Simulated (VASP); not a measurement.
# Hf (Im-3m) in VASP: further runs

Runs on Hf. Level: PBEsol. Tasks: single point.

Program: VASP 6.6.1. These are calculated values, not measurements. Logs are shortened: lines on timing, memory, paths and dates and some standing lists are left out, and cuts for length are marked.

**1. The crystal as given**

Symmetry: Im-3m, No. 229, cubic system. The conventional cell has a = 3.610 Å, b = 3.610 Å, c = 3.610 Å, α = 90.00°, β = 90.00°, γ = 90.00°. Hf (site symmetry m-3m) is surrounded by 8 Hf at 3.13 Å.

This isn't the form of Hf at room conditions, which is hcp.

**2. Single point, PBEsol**

Input file INCAR:

```
PREC = Accurate
ENCUT = 520
EDIFF = 1E-6
ISMEAR = 0
SIGMA = 0.05
LREAL = F
LASPH = T
NELM = 80
ALGO = Normal
ISIF = 2
LWAVE = F
LCHARG = F
GGA = PS
NBANDS = 11
```

Input file KPOINTS:

```
Automatic mesh
0
Gamma
  18 18 18
```

Input file POSCAR:

```
Hf
1.0
   -1.8050000000      1.8050000000      1.8050000000
    1.8050000000     -1.8050000000      1.8050000000
    1.8050000000      1.8050000000     -1.8050000000
Hf
1
Direct
    0.0000000000      0.0000000000      0.0000000000
```

Potentials or basis: VASP PAW PBE potentials, release 64 (Hf_pv).

On the command line:

```bash
cat potpaw_PBE.64/Hf_pv/POTCAR > POTCAR
mpirun -np 1 vasp_std > vasp.out
```

OUTCAR:

```text
PREC = Accurate
   ENCUT = 520
   EDIFF = 1E-6
   ISMEAR = 0
   LREAL = F
   LASPH = T
   NELM = 80
   ISIF = 2
   GGA = PS

 ion  position               nearest neighbor table
   1  0.000  0.000  0.000-

  LATTYP: Found a body centered cubic cell.
 ALAT       =     3.6100000000

  Lattice vectors:

 A1 = (  -1.8050000000,   1.8050000000,   1.8050000000)
 A2 = (   1.8050000000,  -1.8050000000,   1.8050000000)
 A3 = (   1.8050000000,   1.8050000000,  -1.8050000000)

Analysis of symmetry for initial positions (statically):
=====================================================================
 Subroutine PRICEL returns:
 Original cell was already a primitive cell.

 Routine SETGRP: Setting up the symmetry group for a
 body centered cubic supercell.

 Subroutine GETGRP returns: Found 48 space group operations
 (whereof 48 operations were pure point group operations)
 out of a pool of 48 trial point group operations.

The static configuration has the point symmetry O_h .

Analysis of symmetry for dynamics (positions and initial velocities):
=====================================================================
 Subroutine PRICEL returns:
 Original cell was already a primitive cell.

 Routine SETGRP: Setting up the symmetry group for a
 body centered cubic supercell.

 Subroutine GETGRP returns: Found 48 space group operations
 (whereof 48 operations were pure point group operations)
 out of a pool of 48 trial point group operations.

The dynamic configuration has the point symmetry O_h .

 Subroutine INISYM returns: Found 48 space group operations
 (whereof 48 operations are pure point group operations),
 and found     1 'primitive' translations

----------------------------------------------------------------------------------------

                                     Primitive cell

  volume of cell :      23.5229

  direct lattice vectors                    reciprocal lattice vectors
    -1.805000000  1.805000000  1.805000000     0.000000000  0.277008310  0.277008310
     1.805000000 -1.805000000  1.805000000     0.277008310  0.000000000  0.277008310
     1.805000000  1.805000000 -1.805000000     0.277008310  0.277008310  0.000000000

  length of vectors
     3.126351708  3.126351708  3.126351708     0.391748909  0.391748909  0.391748909

  position of ions in fractional coordinates (direct lattice)
     0.000000000  0.000000000  0.000000000

  ion indices of the primitive-cell ions
   primitive index   ion index
                 1           1

----------------------------------------------------------------------------------------

 KPOINTS: Automatic mesh

Automatic generation of k-mesh.
 Grid dimensions read from file:
 generate k-points for:   18   18   18

 Generating k-lattice:

  Cartesian coordinates                     Fractional coordinates (reciprocal lattice)
     0.000000000  0.015389351  0.015389351     0.055555556  0.000000000  0.000000000
     0.015389351  0.000000000  0.015389351     0.000000000  0.055555556  0.000000000
     0.015389351  0.015389351  0.000000000     0.000000000  0.000000000  0.055555556

  Length of vectors
     0.021763828  0.021763828  0.021763828

  Shift w.r.t. Gamma in fractional coordinates (k-lattice)
     0.000000000  0.000000000  0.000000000

 Subroutine IBZKPT returns following result:
 ===========================================

 Found    195 irreducible k-points:

 Following reciprocal coordinates:
            Coordinates               Weight
  0.000000  0.000000  0.000000      1.000000
  0.055556  0.000000  0.000000     12.000000
  0.111111  0.000000  0.000000     12.000000
  0.166667  0.000000  0.000000     12.000000
  0.222222  0.000000  0.000000     12.000000
  0.277778  0.000000  0.000000     12.000000
[... 16 lines left out ...]
  0.333333  0.111111  0.000000     48.000000
  0.388889  0.111111  0.000000     48.000000
 [... further k-points ...]
   k-points           NKPTS =    195   k-points in BZ     NKDIM =    195   number of bands    NBANDS=     11
   number of dos      NEDOS =    301   number of ions     NIONS =      1
   total plane-waves  NPLWV =  13824
   dimension x,y,z NGX =    24 NGY =   24 NGZ =   24
   dimension x,y,z NGXF=    48 NGYF=   48 NGZF=   48
   ions per type =               1
   NGX,Y,Z   is equivalent  to a cutoff of  12.76, 12.76, 12.76 a.u.
   NGXF,Y,Z  is equivalent  to a cutoff of  25.52, 25.52, 25.52 a.u.
 SYSTEM =  unknown system
   PREC   = accura    normal or accurate (medium, high low for compatibility)
   ISTART =      0    job   : 0-new  1-cont  2-samecut
   ICHARG =      2    charge: 1-file 2-atom 10-const
   ISPIN  =      1    spin polarized calculation?
   LNONCOLLINEAR =      F non collinear calculations
   LSORBIT =      F    spin-orbit coupling
   LASPH  =      T    aspherical Exc in radial PAW
   ENCUT  =  520.0 eV  38.22 Ry    6.18 a.u.   5.81  5.81  5.81*2*pi/ulx,y,z
   NELM   =     80;   NELMIN=  2; NELMDL= -5     # of ELM steps
   EDIFF  = 0.1E-05   stopping-criterion for ELM
   LREAL  =      F    real-space projection
[... 7 lines left out ...]
   TEBEG  =    0.0;   TEEND  =   0.0 temperature during run
   PSTRESS=    0.0 pullay stress
   NELECT =      10.0000    total number of electrons
   NUPDOWN=      -1.0000    fix difference up-down
   EMIN   =  10.00;   EMAX   =-10.00  energy-range for DOS
   EFERMI =   0.00;   METHOD = LEGACY
   ISMEAR =     0;   SIGMA  =   0.05  broadening in eV -4-tet -1-fermi 0-gaus
   EFERMI_NEDOS =   21; number of points for ismear=-14 and -15
   IALGO  =     38    algorithm
   IMIX   =      4    mixing-type and parameters
     AMIX     =   0.40;   BMIX     =  1.00
     AMIX_MAG =   1.60;   BMIX_MAG =  1.00
  volume/ion in A,a.u.               =      23.52       158.74
  Fermi-wavevector in a.u.,A,eV,Ry     =   1.230961  2.326179 20.616432  1.515265
  Thomas-Fermi vector in A             =   2.365789
   LORBIT       =      0    0 simple, 1 ext, 2 COOP (PROOUT), +10 PAW based schemes
   GGA     = PS    functional components
   LHFCALC =     F    Hartree Fock is set to
   AEXX    =    0.0000 exact exchange contribution
   IVDW    =     0    specifies the selected vdW correction
   LEPSILON=     F    determine dielectric tensor
   LRPA    =     F    only Hartree local field effects (RPA)
 non-spin polarized calculation
 Gauss-broadening in eV      SIGMA  =   0.05
  energy-cutoff  :      520.00
  volume of cell :       23.52
 maximum number of plane-waves:       682
   NGX = 11   NGY = 11   NGZ = 11

 number of electron      10.0000001 magnetization

 Free energy of the ion-electron system (eV)
  ---------------------------------------------------
  ext. energy  EPLUGINS =         0.00000000
  ---------------------------------------------------
  free energy    TOTEN  =       -10.26276080 eV

  energy without entropy =      -10.26053986  energy(sigma->0) =      -10.26165033

 E-fermi :   4.0920     XC(G=0): -11.1646

 val. band max:        4.0761679300   @ k =   0.5000   0.5000   0.1111
 cond. band min:       4.1014622860   @ k =   0.3333   0.1667   0.1111
 fundamental gap:      0.0252943560
 Fermi energy:         4.0919923983

 k-point     1 :       0.0000    0.0000    0.0000
  band No.  band energies     occupation
      1     -25.8940      2.00000
      2     -25.8940      2.00000
      3     -25.8940      2.00000
      4      -2.7905      2.00000
      5       5.5534      0.00000
      6       5.5534      0.00000
      7       5.5534      0.00000
      8       8.2036      0.00000
      9       8.2036      0.00000
     10      17.1702      0.00000
     11      17.1702      0.00000

 k-point     2 :       0.0556    0.0000    0.0000
  band No.  band energies     occupation
      1     -25.9163      2.00000
      2     -25.9010      2.00000
      3     -25.8940      2.00000
      4      -2.6822      2.00000
      5       5.4776      0.00000
      6       5.5259      0.00000
      7       5.6591      0.00000
      8       8.0793      0.00000
      9       8.2026      0.00000
     10      17.1416      0.00000
     11      17.2729      0.00000

 k-point     3 :       0.1111    0.0000    0.0000
  band No.  band energies     occupation
      1     -25.9799      2.00000
      2     -25.9213      2.00000
      3     -25.8942      2.00000
      4      -2.3655      2.00000
      5       5.2692      0.00000
      6       5.4133      0.00000
      7       5.9737      0.00000
      8       7.8211      0.00000
      9       8.2065      0.00000
     10      17.1386      0.00000
     11      17.5255      0.00000

 k-point     4 :       0.1667    0.0000    0.0000
  band No.  band energies     occupation
      1     -26.0759      2.00000
      2     -25.9521      2.00000
      3     -25.8945      2.00000
      4      -1.8657      2.00000
      5       4.9739      0.00000
      6       5.1639      0.00000
      7       6.4885      0.00000
      8       7.6462      0.00000
      9       8.2317      0.00000
     10      17.1358      0.00000
     11      17.7152      0.00000
[... 239 lines left out ...]
 k-point    22 :       0.2778    0.1111    0.0000
  band No.  band energies     occupation
      1     -26.4218      2.00000
      2     -26.0790      2.00000
      3     -25.9250      2.00000
      4       0.3968      2.00000
      5       3.9731      1.99923
      6       4.2000      0.00225
      7       7.7029      0.00000
      8       8.7801      0.00000
      9       9.3993      0.00000
     10      15.2798      0.00000
     11      16.6577      0.00000

 k-point    23 :       0.3333    0.1111    0.0000
  band No.  band energies     occupation
      1     -26.4964      2.00000
      2     -26.1155      2.00000
      3     -25.9260      2.00000
      4       0.8737      2.00000
      5       3.8156      2.00000
      6       4.2638      0.00000
      7       7.8754      0.00000
      8       8.8642      0.00000
      9      10.3829      0.00000
     10      14.1939      0.00000
     11      15.7532      0.00000

 k-point    24 :       0.3889    0.1111    0.0000
  band No.  band energies     occupation
      1     -26.5444      2.00000
      2     -26.1395      2.00000
      3     -25.9267      2.00000
      4       1.1133      2.00000
      5       3.7140      2.00000
      6       4.5214      0.00000
      7       7.8960      0.00000
      8       8.9919      0.00000
      9      11.2156      0.00000
     10      13.3447      0.00000
     11      15.2009      0.00000

 [... further k-points ...]

------------------------ aborting loop because EDIFF is reached ----------------------------------------

  FORCE on cell =-STRESS in cart. coord.  units (eV):
  Direction    XX          YY          ZZ          XY          YZ          ZX
  --------------------------------------------------------------------------------------
  -------------------------------------------------------------------------------------
  Total       -1.3731077     -1.3731077     -1.3731077      0.0000000      0.0000000      0.0000000
  in kB      -93.5241055    -93.5241055    -93.5241055      0.0000000      0.0000000      0.0000000
  external PRESSURE =     -93.5241055 kB  Pullay stress =       0.0000000 kB

 VOLUME and BASIS-vectors are now :
 -----------------------------------------------------------------------------
  energy-cutoff  :      520.00
  volume of cell :       23.52
      direct lattice vectors                 reciprocal lattice vectors
    -1.805000000  1.805000000  1.805000000     0.000000000  0.277008310  0.277008310
     1.805000000 -1.805000000  1.805000000     0.277008310  0.000000000  0.277008310
     1.805000000  1.805000000 -1.805000000     0.277008310  0.277008310  0.000000000

 POSITION                                       TOTAL-FORCE (eV/Angst)
 -----------------------------------------------------------------------------------
      0.00000      0.00000      0.00000         0.000000     -0.000000      0.000000
 -----------------------------------------------------------------------------------
    total drift:                               -0.000000      0.000000      0.000000

  FREE ENERGIE OF THE ION-ELECTRON SYSTEM (eV)
  ---------------------------------------------------
  free  energy   TOTEN  =       -10.2627608045 eV

  energy  without entropy=      -10.2605398589  energy(sigma->0) =      -10.26165033
```

Wall time 19 s (1 thread of AMD EPYC 9R45 (Zen 5), shared host); peak memory 0.15 GiB.

Results:

```
Free energy            : -10.2628 eV
Pressure               : -9.4 GPa
Band gap on the k mesh : none (metal or under the smearing width)
```

Levels at points of the mesh, in eV from the Fermi level:
| k point | band 3 | band 4 | band 5 | band 6 | band 7 | band 8 |
| --- | --- | --- | --- | --- | --- | --- |
| (0.00, 0.00, 0.00) | -29.99 | -6.88 | 1.46 | 1.46 | 1.46 | 4.11 |
| (0.50, 0.00, 0.00) | -29.99 | -3.24 | -0.43 | 0.91 | 3.91 | 4.86 |
| (0.50, 0.50, 0.50) | -30.48 | -2.36 | -2.36 | 6.40 | 6.40 | 6.40 |

Caveat: the PAW data sets were made with another functional, which shifts forces and pressure a little.

**3. Single point, PBEsol**

This run uses another cell than the first one, of 22.11 Å³/atom, 0.940 times its volume.

Input file INCAR:

```
SYSTEM = Hf
  PREC = Accurate
  ENCUT = 520
  EDIFF = 1E-6
  ISMEAR = 0
  SIGMA = 0.05
  LREAL = .False.
  LASPH = .True.
  NELM = 80
  ALGO = Normal
  ISIF = 2
  LWAVE = .False.
  LCHARG = .False.
  GGA = PS
  NBANDS = 11
```

Input file KPOINTS:

```
Automatic mesh
0
Gamma
  18 18 18
  0 0 0
```

Input file POSCAR:

```
Hf
1.0
   -1.7680102946      1.7680102946      1.7680102946
    1.7680102946     -1.7680102946      1.7680102946
    1.7680102946      1.7680102946     -1.7680102946
Hf
1
Direct
    0.0000000000      0.0000000000      0.0000000000
```

Potentials or basis: VASP PAW PBE potentials, release 64 (Hf_pv).

On the command line:

```bash
cat potpaw_PBE.64/Hf_pv/POTCAR > POTCAR
mpirun -np 1 vasp_std > vasp.out
```

It took 19 s on 1 thread of AMD EPYC 9R45 (Zen 5), shared host; peak memory 0.14 GiB.

It converged, with:

* Free energy: -10.3231 eV
* Pressure: -4.1 GPa
* Band gap on the k mesh: none (metal or under the smearing width)

Levels at points of the mesh, in eV from the Fermi level:
| k point | band 1 | band 2 | band 3 | band 4 | band 5 | band 6 | band 7 | band 8 | band 9 | band 10 |
| --- | --- | --- | --- | --- | --- | --- | --- | --- | --- | --- |
| (0.00, 0.00, 0.00) | -29.74 | -29.74 | -29.74 | -7.08 | 1.52 | 1.52 | 1.52 | 4.35 | 4.35 | 13.38 |
| (0.50, 0.00, 0.00) | -30.60 | -30.02 | -29.74 | -3.42 | -0.53 | 1.13 | 4.17 | 5.19 | 7.72 | 10.32 |
| (0.50, 0.50, 0.50) | -30.34 | -30.34 | -30.34 | -2.62 | -2.62 | 6.87 | 6.87 | 6.87 | 7.32 | 7.32 |

Caveat: the PAW data sets were made with another functional, which shifts forces and pressure a little.
